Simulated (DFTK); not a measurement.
# W (Im-3m) in DFTK: settings compared

Aim: see how the results for W move with the level of theory and the settings. Levels: AM05, BLYP. Tasks: single point, equation of state.

All numbers are computed with DFTK 0.8.2; they aren't measurements. Logs are shortened: lines on timing, memory, paths and dates and some standing lists are left out, and cuts for length are marked.

### 1 The structure

The structure is cubic, space group Im-3m (No. 229). The conventional cell has a = 3.165 Å, b = 3.165 Å, c = 3.165 Å, α = 90.00°, β = 90.00°, γ = 90.00°. W (site symmetry m-3m) is surrounded by 8 W at 2.74 Å.

### 2 Single point, AM05, 14.90 Å³/atom (volume scaled by 0.94)

File run.jl:

```julia
using DFTK
using PseudoPotentialData
using Unitful, UnitfulAtomic
using LinearAlgebra, Printf
include("save.jl")
disable_threading()

# lattice vectors are the columns
lattice = austrip(1u"Å") * [     -1.582345       1.582345       1.582345;
                 1.582345      -1.582345       1.582345;
                 1.582345       1.582345      -1.582345]
symbols   = [:W]
positions = [[0.0, 0.0, 0.0]]
pseudopotentials = PseudoFamily("cp2k.nc.sr.pbe.v0_1.largecore.gth")
elements = Dict(s => ElementPsp(s, pseudopotentials) for s in unique(symbols))
atoms    = [elements[s] for s in symbols]

build_model(lattice, positions; symmetries=true) =
    model_DFT(lattice, atoms, positions;
              functionals=[:gga_x_am05, :gga_c_am05],
              temperature=austrip(0.05u"eV"),
              smearing=Smearing.FermiDirac(),
              symmetries)
Ecut  = 25.0  # hartree
kgrid = [12, 12, 12]
tol   = 1e-6
to_GPa = ustrip(uconvert(u"GPa", 1u"hartree/bohr^3"))

results["points"] = []
for scale in [0.94, 0.96, 0.98, 1.0, 1.02, 1.04, 1.06]
    println("\n=== scale = ", scale)
    model = build_model(cbrt(scale) * lattice, positions)
    basis = PlaneWaveBasis(model; Ecut, kgrid)
    t0 = time()
    scfres = self_consistent_field(basis;
                                   tol,
                                   nbandsalg=AdaptiveBands(model; n_bands_converge=8))
    seconds = time() - t0
    @printf "SCF: %d iterations, %.1f s\n" scfres.n_iter seconds
    forces = compute_forces_cart(scfres)
    stress = compute_stresses_cart(scfres)
    @printf "V = %.5f Å^3  F = %.8f Ha  max force = %.5f eV/Å  p = %.4f GPa\n" ustrip(auconvert(u"Å^3", model.unit_cell_volume)) scfres.energies.total ustrip(auconvert(u"eV/Å", maximum(norm, forces))) (-tr(stress) / 3 * to_GPa)
    push!(results["points"], save_scf!(scfres; forces, stress, d=Dict{String,Any}("seconds" => seconds, "n_matvec" => get(scfres, :n_matvec, 0))))
end

# third-order Birch-Murnaghan fit in x = V^(-2/3)
V = [0.94, 0.96, 0.98, 1.0, 1.02, 1.04, 1.06] * abs(det(lattice))
E = [p["total"] for p in results["points"]]
x = V .^ (-2 / 3)
c = [x .^ 0 x x .^ 2 x .^ 3] \ E
Δ = c[3]^2 - 3c[2] * c[4]
if Δ > 0
    x0 = (-c[3] + sqrt(Δ)) / 3c[4]
    B0 = 4 / 9 * x0^(7 / 2) * (2c[3] + 6c[4] * x0)
    @printf "V0 = %.4f Å^3  B0 = %.2f GPa\n" ustrip(auconvert(u"Å^3", x0^(-3 / 2))) B0 * to_GPa
end
```

Potentials or basis: cp2k.nc.sr.pbe.v0_1.largecore.gth (PBE, GTH, large core).

Started as:

```console
$ julia --threads=1 run.jl  # one pass of the loop, scale = 0.94; save.jl only writes the numbers to a file and isn't shown; printed stress counts tension as positive; times include loading and compiling
```

Standard output:

```text
=== scale = 0.94
n     Energy            log10(ΔE)   log10(Δρ)   Diag   Δtime
---   ---------------   ---------   ---------   ----   ------
  1   -7.644555693321                   -0.86    4.8    3.01s
  2   -7.644913723968       -3.45       -1.28    1.0    899ms
  3   -7.645003380834       -4.05       -1.96    1.8    700ms
  4   -7.645013294534       -5.00       -3.01    1.8    2.56s
  5   -7.645014473159       -5.93       -3.45    2.9    892ms
  6   -7.645014489029       -7.80       -3.90    1.4    584ms
  7   -7.645014491667       -8.58       -4.64    1.7    2.27s
  8   -7.645014491931       -9.58       -5.55    2.3    749ms
  9   -7.645014491937      -11.25       -6.15    2.6    792ms
SCF: 9 iterations, 12.5 s
V = 14.89674 Å^3  F = -7.64501449 Ha  max force = 0.00000 eV/Å  p = 43.1888 GPa
```

Wall time 13 s (1 thread of AMD EPYC 9R14 (Zen 4), shared host).

The run converged, but some of its settings lie outside the range that counts as converged, so its numbers aren't taken as properties of the crystal.

What came out:

```
Free energy            : -208.0314 eV
Band gap on the k mesh : none (metal or under the smearing width)
```

Caveat: the cutoff is short for these potentials, so energies and forces aren't converged, fitted volumes are rough and the log's stress (off by 3 to 10 GPa or more in trials) isn't used; the potentials were made for another functional, which shifts forces and pressure; this set keeps more shells in the core, which shifts pressures and gaps.

### 3 Single point, AM05, 15.21 Å³/atom (volume scaled by 0.96)

run.jl is that of step 2.

Potentials or basis: cp2k.nc.sr.pbe.v0_1.largecore.gth (PBE, GTH, large core).

Started as:

```console
$ julia --threads=1 run.jl  # one pass of the loop, scale = 0.96; save.jl only writes the numbers to a file and isn't shown; printed stress counts tension as positive; times include loading and compiling
```

It took 11 s on 1 thread of AMD EPYC 9R14 (Zen 4), shared host.

These settings aren't checked as converged: the numbers below hold their error.

What came out:

```
Free energy            : -208.1091 eV
Band gap on the k mesh : none (metal or under the smearing width)
```

Caveat: the cutoff is short for these potentials, so energies and forces aren't converged, fitted volumes are rough and the log's stress (off by 3 to 10 GPa or more in trials) isn't used; the potentials were made for another functional, which shifts forces and pressure; this set keeps more shells in the core, which shifts pressures and gaps.

### 4 Single point, AM05, 15.53 Å³/atom (volume scaled by 0.98)

run.jl is that of step 3.

Started as:

```console
$ julia --threads=1 run.jl  # one pass of the loop, scale = 0.98; save.jl only writes the numbers to a file and isn't shown; printed stress counts tension as positive; times include loading and compiling
```

Wall time 9.7 s (1 thread of AMD EPYC 9R14 (Zen 4), shared host).

The run converged, but some of its settings lie outside the range that counts as converged, so its numbers aren't taken as properties of the crystal.

What came out:

| Item | Value |
| --- | --- |
| Free energy | -208.1694 eV |
| Band gap on the k mesh | none (metal or under the smearing width) |

Caveat: the cutoff is short for these potentials, so energies and forces aren't converged, fitted volumes are rough and the log's stress (off by 3 to 10 GPa or more in trials) isn't used; the potentials were made for another functional, which shifts forces and pressure; this set keeps more shells in the core, which shifts pressures and gaps.

### 5 Single point, AM05, 15.85 Å³/atom

run.jl is that of step 4.

Started as:

```console
$ julia --threads=1 run.jl  # one pass of the loop, scale = 1.0; save.jl only writes the numbers to a file and isn't shown; printed stress counts tension as positive; times include loading and compiling
```

It took 8.1 s on 1 thread of AMD EPYC 9R14 (Zen 4), shared host.

The run converged, but some of its settings lie outside the range that counts as converged, so its numbers aren't taken as properties of the crystal.

What came out:

* Free energy: -208.2134 eV
* Band gap on the k mesh: none (metal or under the smearing width)

Caveat: the cutoff is short for these potentials, so energies and forces aren't converged, fitted volumes are rough and the log's stress (off by 3 to 10 GPa or more in trials) isn't used; the potentials were made for another functional, which shifts forces and pressure; this set keeps more shells in the core, which shifts pressures and gaps.

### 6 Single point, AM05, 16.16 Å³/atom (volume scaled by 1.02)

run.jl is that of step 5.

Potentials or basis: cp2k.nc.sr.pbe.v0_1.largecore.gth (PBE, GTH, large core).

Started as:

```console
$ julia --threads=1 run.jl  # one pass of the loop, scale = 1.02; save.jl only writes the numbers to a file and isn't shown; printed stress counts tension as positive; times include loading and compiling
```

Wall time 11 s (1 thread of AMD EPYC 9R14 (Zen 4), shared host).

The run converged, but some of its settings lie outside the range that counts as converged, so its numbers aren't taken as properties of the crystal.

What came out:

```yaml
Free_energy: -208.2429 eV
Band_gap_on_the_k_mesh: none (metal or under the smearing width)
```

Caveat: the cutoff is short for these potentials, so energies and forces aren't converged, fitted volumes are rough and the log's stress (off by 3 to 10 GPa or more in trials) isn't used; the potentials were made for another functional, which shifts forces and pressure; this set keeps more shells in the core, which shifts pressures and gaps.

### 7 Single point, AM05, 16.48 Å³/atom (volume scaled by 1.04)

run.jl is that of step 6.

Started as:

```console
$ julia --threads=1 run.jl  # one pass of the loop, scale = 1.04; save.jl only writes the numbers to a file and isn't shown; printed stress counts tension as positive; times include loading and compiling
```

Wall time 11 s (1 thread of AMD EPYC 9R14 (Zen 4), shared host).

These settings aren't checked as converged: the numbers below hold their error.

What came out:

| Quantity | Value |
| --- | --- |
| Free energy | -208.2590 eV |
| Band gap on the k mesh | none (metal or under the smearing width) |

Caveat: the cutoff is short for these potentials, so energies and forces aren't converged, fitted volumes are rough and the log's stress (off by 3 to 10 GPa or more in trials) isn't used; the potentials were made for another functional, which shifts forces and pressure; this set keeps more shells in the core, which shifts pressures and gaps.

### 8 Single point, AM05, 16.80 Å³/atom (volume scaled by 1.06)

run.jl is that of step 7.

Started as:

```console
$ julia --threads=1 run.jl  # one pass of the loop, scale = 1.06; save.jl only writes the numbers to a file and isn't shown; printed stress counts tension as positive; times include loading and compiling
```

Run time: 10 s. Hardware: 1 thread of AMD EPYC 9R14 (Zen 4), shared host.

The run converged, but some of its settings lie outside the range that counts as converged, so its numbers aren't taken as properties of the crystal.

Results:

* Free energy: -208.2631 eV
* Band gap on the k mesh: none (metal or under the smearing width)

Caveat: the cutoff is short for these potentials, so energies and forces aren't converged, fitted volumes are rough and the log's stress (off by 3 to 10 GPa or more in trials) isn't used; the potentials were made for another functional, which shifts forces and pressure; this set keeps more shells in the core, which shifts pressures and gaps.

### 9 Equation of state, BLYP

Changes to run.jl since step 8:

```diff
@@ -7,9 +7,12 @@
 
-# lattice vectors are the columns
-lattice = austrip(1u"Å") * [     -1.582345       1.582345       1.582345;
-                 1.582345      -1.582345       1.582345;
-                 1.582345       1.582345      -1.582345]
-symbols   = [:W]
-positions = [[0.0, 0.0, 0.0]]
-pseudopotentials = PseudoFamily("cp2k.nc.sr.pbe.v0_1.largecore.gth")
+lines = readlines("W.cif")
+tag(name) = parse(Float64, split(only(filter(startswith(name), lines)))[2])
+a, b, c = tag.(["_cell_length_a", "_cell_length_b", "_cell_length_c"])
+α, β, γ = deg2rad.(tag.(["_cell_angle_alpha", "_cell_angle_beta", "_cell_angle_gamma"]))
+cx, cy  = cos(β), (cos(α) - cos(β) * cos(γ)) / sin(γ)
+lattice = austrip(1u"Å") * [a b*cos(γ) c*cx; 0 b*sin(γ) c*cy; 0 0 c*sqrt(1 - cx^2 - cy^2)]
+sites     = split.(lines[findlast(startswith("_atom_site_"), lines)+1:end])
+symbols   = [Symbol(s[2]) for s in sites]
+positions = [parse.(Float64, s[5:7]) for s in sites]
+pseudopotentials = PseudoFamily("dojo.nc.sr.pbe.v0_5.stringent.upf")
 elements = Dict(s => ElementPsp(s, pseudopotentials) for s in unique(symbols))
@@ -19,3 +22,3 @@
     model_DFT(lattice, atoms, positions;
-              functionals=[:gga_x_am05, :gga_c_am05],
+              functionals=[:gga_x_b88, :gga_c_lyp],
               temperature=austrip(0.05u"eV"),
@@ -23,4 +26,4 @@
               symmetries)
-Ecut  = 25.0  # hartree
-kgrid = [12, 12, 12]
+Ecut  = 37.0  # hartree
+kgrid = [9, 9, 9]
 tol   = 1e-6
@@ -36,3 +39,3 @@
                                    tol,
-                                   nbandsalg=AdaptiveBands(model; n_bands_converge=8))
+                                   nbandsalg=AdaptiveBands(model; n_bands_converge=12))
     seconds = time() - t0
```

File W.cif:

```cif
data_W
_cell_length_a 2.74070194
_cell_length_b 2.74070194
_cell_length_c 2.74070194
_cell_angle_alpha 109.47122063
_cell_angle_beta 109.47122063
_cell_angle_gamma 109.47122063
_space_group_name_H-M_alt 'P1'
_space_group_name_Hall 'P 1'
_space_group_IT_number 1
loop_
_space_group_symop_operation_xyz
'x,y,z'
loop_
_atom_site_label
_atom_site_type_symbol
_atom_site_symmetry_multiplicity
_atom_site_Wyckoff_symbol
_atom_site_fract_x
_atom_site_fract_y
_atom_site_fract_z
_atom_site_occupancy
W1 W 1 a 0.0000000000 0.0000000000 0.0000000000 1
```

Potentials or basis: dojo.nc.sr.pbe.v0_5.stringent.upf (PBE).

Started as:

```console
$ julia --threads=1 run.jl  # save.jl only writes the numbers to a file and isn't shown; printed stress counts tension as positive; times include loading and compiling
```

Wall time 4.6 min (1 thread of AMD EPYC 9R14 (Zen 4), shared host); peak memory 1.5 GiB.

Results (log left out):

| Property | Result |
| --- | --- |
| Equilibrium volume | 16.68 Å³/atom |
| Bulk modulus | 281 GPa |
| Pressure derivative of the bulk modulus | 3.7 |

Energy against volume, from the lowest point:
```csv
volume (Å³/atom),energy (meV/atom)
14.897,198.01
15.214,129.36
15.531,76.62
15.848,38.54
16.165,13.86
16.482,1.39
16.798,0.00
```

Caveat: the potentials were made for another functional, which shifts forces and pressure. Spin-orbit coupling is left out, which matters for the levels of W.

### 10 The reference run

An earlier run on the cell as given: functional PBEsol; potentials or basis dojo.nc.sr.pbesol.v0_4_1.standard.upf (PBEsol); cutoff 1007 eV; k mesh 12 × 12 × 12; occupations fermi-dirac, width 0.05 eV; no spin polarisation.

- Pressure: -2.8 GPa
- Band gap on the k mesh: none (metal or under the smearing width)
